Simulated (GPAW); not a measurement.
Input of a GPAW 26.7.0 run:

Contents of run.py:

```python
from ase.calculators.mixing import SumCalculator
from ase.eos import EquationOfState
from ase.io import Trajectory, read
from ase.units import GPa
from dftd3.ase import DFTD3
from gpaw import GPAW, PW, setup_paths

setup_paths.insert(0, '.')

atoms = read('GaAs.cif')

traj = Trajectory('eos.traj', 'w')
volumes, energies = [], []
for x in [0.94, 0.96, 0.98, 1.0, 1.02, 1.04, 1.06]:
    a = atoms.copy()
    a.set_cell(atoms.cell * x**(1 / 3), scale_atoms=True)
    calc = GPAW(mode=PW(600),
                xc='GGA_X_OPTX+GGA_C_LYP',
                kpts={'size': (8, 8, 8), 'gamma': True},
                occupations={'name': 'fermi-dirac', 'width': 0.05},
                nbands=11,
                convergence={'density': 1e-05, 'energy': 1e-05},
                eigensolver='davidson',
                maxiter=150,
                txt=f'eos-{x:.2f}.txt')
    a.calc = SumCalculator([calc, DFTD3(method='olyp', damping='d3bj')])
    energies.append(a.get_potential_energy())
    volumes.append(a.get_volume())
    p = -a.get_stress()[:3].mean() / GPa
    calc.write(f'eos-{x:.2f}.gpw')
    traj.write(a)
    print(f'{x:.2f} {volumes[-1]:10.4f} A^3 {energies[-1]:14.6f} eV {p:9.3f} GPa', flush=True)

v0, e0, B = EquationOfState(volumes, energies, eos='birchmurnaghan').fit()
print(f'V0 = {v0:.4f} A^3, E0 = {e0:.6f} eV, B0 = {B / GPa:.2f} GPa')
```

Contents of GaAs.cif:

```cif
data_GaAs
_cell_length_a 3.99776961
_cell_length_b 3.99776961
_cell_length_c 3.99776961
_cell_angle_alpha 60.00000000
_cell_angle_beta 60.00000000
_cell_angle_gamma 60.00000000
_space_group_name_H-M_alt 'P1'
_space_group_name_Hall 'P 1'
_space_group_IT_number 1
loop_
_space_group_symop_operation_xyz
'x,y,z'
loop_
_atom_site_label
_atom_site_type_symbol
_atom_site_symmetry_multiplicity
_atom_site_Wyckoff_symbol
_atom_site_fract_x
_atom_site_fract_y
_atom_site_fract_z
_atom_site_occupancy
As1 As 1 a 0.7500000000 0.7500000000 0.7500000000 1
Ga1 Ga 1 a 0.0000000000 0.0000000000 0.0000000000 1
```

Potentials or basis: PAW data sets generated in the run's folder for this functional, pw.

The run is started by

```sh
$ gpaw-setup -f GGA_X_OPTX+GGA_C_LYP As Ga
$ OMP_NUM_THREADS=1 python run.py
```

**Question.** Estimate the bulk modulus.

**Answer.** 79 GPa.

**Question.** Estimate the equilibrium volume.

**Answer.** 21.87 Å³/atom.

Energy against volume, from the lowest point:
```
volume (Å³/atom)  energy (meV/atom)
          21.234               4.43
          21.686               0.00
          22.138               0.39
          22.590               5.05
          23.041              13.52
          23.493              25.34
          23.945              40.15
```
